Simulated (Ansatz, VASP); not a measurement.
Rb: VASP beside Ansatz

```
Rb
1.0
     3.43276    0.00000    0.00000
     0.00000    3.43276    0.00000
     0.00000    0.00000    3.43276
Rb
1
Direct
  0.00000 0.00000 0.00000
```

Change from the starting cell: volume scaled by 0.43, crystal datasets.

Alike in both runs: task single point; functional PBEsol; k mesh 9 × 9 × 9; occupations fermi-dirac, width 0.1 eV; no spin polarisation.

|  | VASP | Ansatz |
| --- | --- | --- |
| version | VASP 6.6.1 | Ansatz 0.2.0 |
| potentials or method | VASP PAW PBE potentials, release 64 (Rb_sv), cutoff 520 eV | all-electron PAW with datasets made for the crystal, scalar-relativistic |

VASP gave:

- pressure (GPa): 6.9

Problem. Estimate Ansatz's values.

Solution. Pressure (GPa): 6.8.

Ansatz ran all-electron here, so the differences hold the error of VASP's frozen core and of both bases.

Caveats: the PAW data sets were made with another functional, which shifts forces and pressure a little (VASP).
